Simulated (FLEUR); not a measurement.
# Si2Mo (I4/mmm) in FLEUR: convergence with fermiSmearingEnergy

Aim: find how far fermiSmearingEnergy must go before the results for Si2Mo settle, at PBE. This setting moves, with any that are tied to it; all else stays.

Everything below comes from runs of FLEUR MaX-R8.1 (later development tree). Logs are shortened: lines on timing, memory, paths and dates and some standing lists are left out, and cuts for length are marked.

### Step 1. The structure

The structure is tetragonal, space group I4/mmm (No. 139). The conventional cell has a = 3.200 Å, b = 3.200 Å, c = 7.861 Å, α = 90.00°, β = 90.00°, γ = 90.00°. Around Mo (site symmetry 4/mmm) lie 10 Si at 2.62 Å. Around Si (site symmetry 4mm) lie 5 Si at 2.61 to 2.63 Å and 5 Mo at 2.62 Å.

### Step 2. With fermiSmearingEnergy 0.4 eV

inp.xml

```xml
<?xml version="1.0" encoding="UTF-8" standalone="no"?>
<fleurInput fleurInputVersion="0.39">
   <comment>
      Si2Mo                                                                                               
   </comment>
   <calculationSetup>
      <cutoffs Kmax="4.34" Gmax="13.4" GmaxXC="13.4" numbands="0"/>
      <scfLoop itmax="60" minDistance="0.00001" maxIterBroyd="15" imix="Anderson" alpha="0.05" precondParam="0.0" spinf="2.0" sdNocoIR="T"/>
      <coreElectrons ctail="T" frcor="F" kcrel="0" coretail_lmax="0"/>
      <xcFunctional name="pbe" relativisticCorrections="F"/>
      <magnetism jspins="1"/>
      <soc l_soc="F" theta="0.0" phi="0.0" spav="F"/>
      <expertModes spex="0" secvar="F"/>
      <geometryOptimization l_f="T" forcealpha="1.0" forcemix="BFGS" epsdisp="0.0005" epsforce="0.0002"/>
      <ldaU l_linMix="F" mixParam="0.05" spinf="1.0"/>
   </calculationSetup>
   <cell>
      <bzIntegration valenceElectrons="38.0" mode="hist" fermiSmearingEnergy="0.01469973">
         <kPointListSelection listName="default-1"/>
         <!-- k-points included here -->
         <xi:include xmlns:xi="http://www.w3.org/2001/XInclude" href="kpts.xml"> </xi:include>
      </bzIntegration>
      <!-- symmetry operations included here -->
      <xi:include xmlns:xi="http://www.w3.org/2001/XInclude" href="sym.xml"> </xi:include>
      <bulkLattice scale="1.0">
         <bravaisMatrix>
            <row-1>   -3.0235617993599999     3.0235617993599999     7.4275685327402989</row-1>
            <row-2>    3.0235617993599999    -3.0235617993599999     7.4275685327402989</row-2>
            <row-3>    3.0235617993599999     3.0235617993599999    -7.4275685327402989</row-3>
         </bravaisMatrix>
      </bulkLattice>
   </cell>
   <atomSpecies>
      <species name="Molybdenum (Mo)" element="Mo" atomicNumber="42">
         <mtSphere radius="2.27" gridPoints="757" logIncrement="0.017"/>
         <atomicCutoffs lmax="9" lnonsphr="9"/>
         <electronConfig flipSpins="F">
            <coreConfig>(1s1/2) (2s1/2) (2p1/2) (2p3/2) (3s1/2) (3p1/2) (3p3/2) (3d3/2) (3d5/2)</coreConfig>
            <valenceConfig>(4s1/2) (4p1/2) (4p3/2) (5s1/2) (4d3/2) (4d5/2)</valenceConfig>
            <stateOccupation state="(5s1/2)" spinUp="0.500000" spinDown="0.500000"/>
            <stateOccupation state="(4d3/2)" spinUp="1.000000" spinDown="1.000000"/>
            <stateOccupation state="(4d5/2)" spinUp="1.500000" spinDown="1.500000"/>
         </electronConfig>
         <energyParameters s="5" p="5" d="4" f="4"/>
         <lo type="SCLO" l="0" n="4" eDeriv="0"/>
         <lo type="SCLO" l="1" n="4" eDeriv="0"/>
         <lo type="SCLO" l="1" n="4" eDeriv="1"/>
         <lo type="SCLO" l="2" n="4" eDeriv="2"/>
         <lo type="SCLO" l="3" n="4" eDeriv="2"/>
      </species>
      <species name="Silicon (Si)" element="Si" atomicNumber="14">
         <mtSphere radius="2.26" gridPoints="757" logIncrement="0.015"/>
         <atomicCutoffs lmax="9" lnonsphr="9"/>
         <electronConfig flipSpins="F">
            <coreConfig>(1s1/2)</coreConfig>
            <valenceConfig>(2s1/2) (2p1/2) (2p3/2) (3s1/2) (3p1/2) (3p3/2)</valenceConfig>
            <stateOccupation state="(3p1/2)" spinUp="0.333333" spinDown="0.333333"/>
            <stateOccupation state="(3p3/2)" spinUp="0.666667" spinDown="0.666667"/>
         </electronConfig>
         <energyParameters s="3" p="3" d="3" f="4"/>
         <lo type="SCLO" l="0" n="2" eDeriv="0"/>
         <lo type="SCLO" l="1" n="2" eDeriv="0"/>
         <lo type="SCLO" l="2" n="3" eDeriv="2"/>
         <lo type="SCLO" l="3" n="4" eDeriv="2"/>
      </species>
   </atomSpecies>
   <atomGroups>
      <atomGroup species="Molybdenum (Mo)">
         <relPos label="                   1">.0000000000 .0000000000 .0000000000</relPos>
         <force calculate="T" relaxXYZ="TTT"/>
      </atomGroup>
      <atomGroup species="Silicon (Si)">
         <relPos label="                   2">-.3330000000 -.3330000000 .0000000000</relPos>
         <relPos label="                   3">.3330000000 .3330000000 .0000000000</relPos>
         <force calculate="T" relaxXYZ="TTT"/>
      </atomGroup>
   </atomGroups>
   <output dos="F" band="F" slice="F">
      <checks vchk="F" cdinf="F"/>
      <bandDOS minEnergy="-.5*Htr" maxEnergy="0.5*Htr" sigma="0.015" storeEVData="T"/>
      <vacuumDOS vacdos="F" integ="F" star="F" nstars="0" locx1="0.0" locy1="0.0" locx2="0.0" locy2="0.0" nstm="0" tworkf="0.0"/>
      <unfoldingBand unfoldBand="F" supercellX="1" supercellY="1" supercellZ="1"/>
      <plotting iplot="0" polar="F">
         <plot TwoD="T" vec1="  1.0  0.0  0.0" vec2="  0.0  1.0  0.0" vec3="  0.0  0.0  1.0" zero="  0.0  0.0  0.0" file="plot"/>
      </plotting>
      <chargeDensitySlicing numkpt="0" minEigenval="0.0" maxEigenval="0.0" nnne="0" pallst="F"/>
      <specialOutput eonly="F"/>
      <moessbauerParams electricFieldGradient="T" isomerShift="T" coreHyperfine="T" valenceHyperfine="T"/>
      <magneticCircularDichroism mcd="F" energyLo="-10.0" energyUp="0.0"/>
   </output>
  <!-- We include the file relax.xml here to enable relaxations (see documentation) -->
  <xi:include xmlns:xi="http://www.w3.org/2001/XInclude" href="relax.xml"> <xi:fallback/> </xi:include>
</fleurInput>
```

crystal.txt

```
Si2Mo
&input cartesian=F /
-1.6000000000  1.6000000000  3.9305000000
1.6000000000  -1.6000000000  3.9305000000
1.6000000000  1.6000000000  -3.9305000000
1.8897261246
1.0 1.0 1.0

3
42 0.0000000000  0.0000000000  0.0000000000
14 0.6670000000  0.6670000000  0.0000000000
14 0.3330000000  0.3330000000  0.0000000000

&kpt div1=10 div2=10 div3=10 gamma=T /
```

Potentials or basis: all-electron, FLAPW.

Run with:

```sh
$ inpgen -f crystal.txt -profile fastHighL
$ # inp.xml edited to the form shown
$ fleur_MPI
```

The program printed:

```text
Welcome to FLEUR        (www.flapw.de)
      MaX-Release 8.1          (www.max-centre.eu)

 ========== k-point set info ==========
 Selected k-point list: default-1
 k-point list type: mesh
 10 x 10 x 10
 Number of k points: 102

 ------------Calculation Setup---------------------------
 Number of MPI-tasks      :            1
 Number of PE/node        :            1
 Number of OMP-threads    :            1
 Most efficient MPI parallelization for:
           1           2           3           6          17          34          51         102
 Additional eigenvalue parallelization possible
 Number of basis functions:          489
 Approximate size of matrices (H+S) per k-point:         0.004 GB
 --------------------------------------------------------
 Iteration:     1   Distance:      13.23327279 me/bohr^3
 Iteration:     2   Distance:      11.19890813 me/bohr^3
 Iteration:     3   Distance:       5.38701418 me/bohr^3
 Iteration:     4   Distance:       5.28190714 me/bohr^3
 Iteration:     5   Distance:       2.47356089 me/bohr^3
 Iteration:     6   Distance:       0.78371488 me/bohr^3
 Iteration:     7   Distance:       0.53961934 me/bohr^3
 Iteration:     8   Distance:       0.08537977 me/bohr^3
 Iteration:     9   Distance:       0.05952260 me/bohr^3
 Iteration:    10   Distance:       0.01006339 me/bohr^3
 Iteration:    11   Distance:       0.00141126 me/bohr^3
 Iteration:    12   Distance:       0.00119487 me/bohr^3
 Iteration:    13   Distance:       0.00017501 me/bohr^3
 Iteration:    14   Distance:       0.00017341 me/bohr^3
 Iteration:    15   Distance:       0.00003182 me/bohr^3
 Iteration:    16   Distance:       0.00002638 me/bohr^3
 Iteration:    17   Distance:       0.00001324 me/bohr^3
 Iteration:    18   Distance:       0.00000306 me/bohr^3
 Reset of history

 ********************************************************************
 Run finished successfully
 Stop message:
   Structural relaxation: new displacements generated
 ********************************************************************
```

Wall time 5 min (1 thread of Arm Neoverse V1, shared host); peak memory 0.08 GiB.

What came out:

```yaml
Free_energy: -125981.1574 eV
Largest_force: 0.143 eV/Å
Band_gap_on_the_k_mesh: none (metal or under the smearing width)
Valence_electrons_inside_the_program's_atomic_spheres: Mo 11.62; Si 10.52 (radii Mo 2.27, Si 2.26 bohr)
```

### Step 3. With fermiSmearingEnergy 0.3 eV

inp.xml, as its differences from that of step 2:

```diff
@@ -17,3 +17,3 @@
    <cell>
-      <bzIntegration valenceElectrons="38.0" mode="hist" fermiSmearingEnergy="0.01469973">
+      <bzIntegration valenceElectrons="38.0" mode="hist" fermiSmearingEnergy="0.01102480">
          <kPointListSelection listName="default-1"/>
```

crystal.txt is that of step 2.

Potentials or basis: all-electron, FLAPW.

Run with:

```sh
$ inpgen -f crystal.txt -profile fastHighL
$ # inp.xml edited to the form shown
$ fleur_MPI
```

Run time: 5 min. Hardware: 1 thread of Arm Neoverse V1, shared host; peak memory 0.08 GiB.

What came out:

- Free energy: -125981.0745 eV
- Largest force: 0.197 eV/Å
- Band gap on the k mesh: none (metal or under the smearing width)
- Valence electrons inside the program's atomic spheres: Mo 11.62; Si 10.52 (radii Mo 2.27, Si 2.26 bohr)

### Step 4. With fermiSmearingEnergy 0.2 eV

inp.xml, as its differences from that of step 3:

```diff
@@ -17,3 +17,3 @@
    <cell>
-      <bzIntegration valenceElectrons="38.0" mode="hist" fermiSmearingEnergy="0.01102480">
+      <bzIntegration valenceElectrons="38.0" mode="hist" fermiSmearingEnergy="0.00734986">
          <kPointListSelection listName="default-1"/>
```

crystal.txt is that of step 3.

Run with:

```sh
$ inpgen -f crystal.txt -profile fastHighL
$ # inp.xml edited to the form shown
$ fleur_MPI
```

Wall time 5 min (1 thread of Arm Neoverse V1, shared host); peak memory 0.08 GiB.

What came out:

```yaml
Free_energy: -125981.0277 eV
Largest_force: 0.243 eV/Å
Band_gap_on_the_k_mesh: none (metal or under the smearing width)
Valence_electrons_inside_the_program's_atomic_spheres: Mo 11.62; Si 10.52 (radii Mo 2.27, Si 2.26 bohr)
```

### Step 5. With fermiSmearingEnergy 0.1 eV

inp.xml, as its differences from that of step 4:

```diff
@@ -17,3 +17,3 @@
    <cell>
-      <bzIntegration valenceElectrons="38.0" mode="hist" fermiSmearingEnergy="0.00734986">
+      <bzIntegration valenceElectrons="38.0" mode="hist" fermiSmearingEnergy="0.00367493">
          <kPointListSelection listName="default-1"/>
```

crystal.txt is that of step 4.

Run with:

```sh
$ inpgen -f crystal.txt -profile fastHighL
$ # inp.xml edited to the form shown
$ fleur_MPI
```

Wall time 4.7 min (1 thread of Arm Neoverse V1, shared host); peak memory 0.08 GiB.

What came out:

- Free energy: -125981.0067 eV
- Largest force: 0.278 eV/Å
- Band gap on the k mesh: none (metal or under the smearing width)
- Valence electrons inside the program's atomic spheres: Mo 11.62; Si 10.52 (radii Mo 2.27, Si 2.26 bohr)

### Step 6. With fermiSmearingEnergy 0.05 eV

inp.xml, as its differences from that of step 5:

```diff
@@ -17,3 +17,3 @@
    <cell>
-      <bzIntegration valenceElectrons="38.0" mode="hist" fermiSmearingEnergy="0.00367493">
+      <bzIntegration valenceElectrons="38.0" mode="hist" fermiSmearingEnergy="0.00183747">
          <kPointListSelection listName="default-1"/>
```

crystal.txt is that of step 5.

Potentials or basis: all-electron, FLAPW.

Run with:

```sh
$ inpgen -f crystal.txt -profile fastHighL
$ # inp.xml edited to the form shown
$ fleur_MPI
```

Wall time 4.9 min (1 thread of Arm Neoverse V1, shared host); peak memory 0.08 GiB.

What came out:

```
Free energy                                           : -125981.0024 eV
Largest force                                         : 0.294 eV/Å
Band gap on the k mesh                                : none (metal or under the smearing width)
Valence electrons inside the program's atomic spheres : Mo 11.62; Si 10.52 (radii Mo 2.27, Si 2.26 bohr)
```

### Step 7. With fermiSmearingEnergy 0.025 eV

inp.xml, as its differences from that of step 6:

```diff
@@ -17,3 +17,3 @@
    <cell>
-      <bzIntegration valenceElectrons="38.0" mode="hist" fermiSmearingEnergy="0.00183747">
+      <bzIntegration valenceElectrons="38.0" mode="hist" fermiSmearingEnergy="0.00091873">
          <kPointListSelection listName="default-1"/>
```

crystal.txt is that of step 6.

Run with:

```sh
$ inpgen -f crystal.txt -profile fastHighL
$ # inp.xml edited to the form shown
$ fleur_MPI
```

Wall time 4.9 min (1 thread of Arm Neoverse V1, shared host); peak memory 0.08 GiB.

Results:

* Free energy: -125981.0011 eV
* Largest force: 0.306 eV/Å
* Band gap on the k mesh: none (metal or under the smearing width)
* Valence electrons inside the program's atomic spheres: Mo 11.62; Si 10.52 (radii Mo 2.27, Si 2.26 bohr)

### Step 8. With fermiSmearingEnergy 0.01 eV

inp.xml, as its differences from that of step 7:

```diff
@@ -17,3 +17,3 @@
    <cell>
-      <bzIntegration valenceElectrons="38.0" mode="hist" fermiSmearingEnergy="0.00091873">
+      <bzIntegration valenceElectrons="38.0" mode="hist" fermiSmearingEnergy="0.00036749">
          <kPointListSelection listName="default-1"/>
```

crystal.txt is that of step 7.

Run with:

```sh
$ inpgen -f crystal.txt -profile fastHighL
$ # inp.xml edited to the form shown
$ fleur_MPI
```

It took 4.9 min on 1 thread of Arm Neoverse V1, shared host; peak memory 0.08 GiB.

What came out:

| Item | Value |
| --- | --- |
| Free energy | -125981.0006 eV |
| Largest force | 0.317 eV/Å |
| Band gap on the k mesh | none (metal or under the smearing width) |
| Valence electrons inside the program's atomic spheres | Mo 11.62; Si 10.52 (radii Mo 2.27, Si 2.26 bohr) |

### Step 9. Summary

```tsv
fermiSmearingEnergy	energy less the tightest run, at zero smearing (meV/atom)	largest force (eV/Å)	SCF cycles	CPU time (s)	peak memory (GiB)
0.4 eV	17.05	0.143	19	300	0.08
0.3 eV	6.65	0.197	19	300	0.08
0.2 eV	1.62	0.243	19	300	0.08
0.1 eV	-0.18	0.278	18	280	0.08
0.05 eV	-0.11	0.294	19	290	0.08
0.025 eV	-0.03	0.306	19	290	0.08
0.01 eV	0.00	0.317	19	290	0.08
```

Against the tightest run, the energy stays within 1 meV/atom from 0.1 eV on. Not settled before the last step: the largest force (to 0.005 eV/Å). Narrower smearing needs a denser k mesh, so at a fixed mesh the narrowest width isn't the most accurate. The tightest run that finished is the yardstick and may itself not be fully converged.
